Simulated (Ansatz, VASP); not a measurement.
## Be: VASP beside Ansatz

```xyz
1
Lattice="0.0000 1.5789 1.5789 1.5789 0.0000 1.5789 1.5789 1.5789 0.0000" Properties=species:S:1:pos:R:3 pbc="T T T"
Be    0.0000    0.0000    0.0000
```

Alike in both runs: functional PBE; k mesh 20 × 20 × 20; occupations fermi-dirac, width 0.08 eV; no spin polarisation.

Ansatz relaxed the structure, and its values are those at the end. VASP's run is a single point on that final structure, the one shown.

|  | VASP | Ansatz |
| --- | --- | --- |
| version | VASP 6.6.1 | Ansatz 0.2.0 |
| potentials or method | VASP PAW PBE potentials, release 64 (Be) | PAW with Ansatz's default frozen-core files, scalar-relativistic |
| plane-wave cutoff (eV) | 520 | 420 |
| valence electrons in the cell | 2 | 2 |

|  | VASP | Ansatz | Ansatz less VASP |
| --- | --- | --- | --- |
| pressure (GPa) | 0.1 | 0.0 | -0.13 |
